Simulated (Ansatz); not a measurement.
An input for Ansatz 0.2.0 (InP):

run.py

```python
import json

import ase.io
import numpy as np

import ansatz as az

atoms = ase.io.read("InP.xyz")
atoms.set_initial_magnetic_moments([0.5, 0.0])

calculation = (
    az.Crystal.from_ase(atoms)
    .calculation()
    .kpoints(5, 5, 5)
    .functional("cam_b3lyp", dispersion="d3bj")
    .pseudopotentials(kind="paw")
    .spin("collinear")
    .forces()
    .stress()
    .band_table(publish=True)
)
outcome = calculation.run(threads=2, events_out="events.jsonl")

report = outcome.report
for line in open("events.jsonl"):
    event = json.loads(line)
    if event["event"] == "scf_iter":
        d = event["data"]
        print(f"SCF {d['iter']:3d}  HF = {d['harris_foulkes_ev']:.6f} eV  dr2 = {d['dr2_ev']:.2e} eV")
    elif event["event"] in ("relax_step", "md_step"):
        d = event["data"]
        print(f"{event['event']} {d['step']:3d}  E = {d['lagrangian_ev']:.6f} eV")
np.set_printoptions(precision=5, suppress=True, linewidth=110)
print("converged:", report["converged"], "after", report["n_iterations"], "iterations")
print(f"free energy {report['free_energy_ev']:.6f} eV, Fermi level {report['fermi_energy_ev']:.4f} eV")
for key in ("band_edges_ev", "magnetization_mub", "site_moments_mub", "site_moments_nc_mub", "forces_ev_ang",
                "stress_gpa"):
    if report.get(key) is not None:
        print(key, np.array(report[key]), sep="\n")
```

The input InP.xyz:

```xyz
2
Lattice="0.0000000000 2.9305000000 2.9305000000 2.9305000000 0.0000000000 2.9305000000 2.9305000000 2.9305000000 0.0000000000" Properties=species:S:1:pos:R:3 pbc="T T T"
In     0.0000000000      0.0000000000      0.0000000000
P      4.3957500000      4.3957500000      4.3957500000
```

Potentials or basis: Ansatz PAW.

The run is started by

```bash
$ python run.py
```

Question: What does the program do with it?

Answer: The run stopped without a result. It printed:

Output:

```text
Traceback (most recent call last):
  File "run.py", line 22, in <module>
  [frames inside libraries left out]
ansatz.RefusalError: YAML parse error: `scf.occupations.method` is required: fixed only where the cell keeps a band gap throughout the run, explicit beside scf.occupations.values (under evaluate: without them), else a smearing such as fermi_dirac (scf.occupations.width is optional; its entry in the input reference gives the default)
```
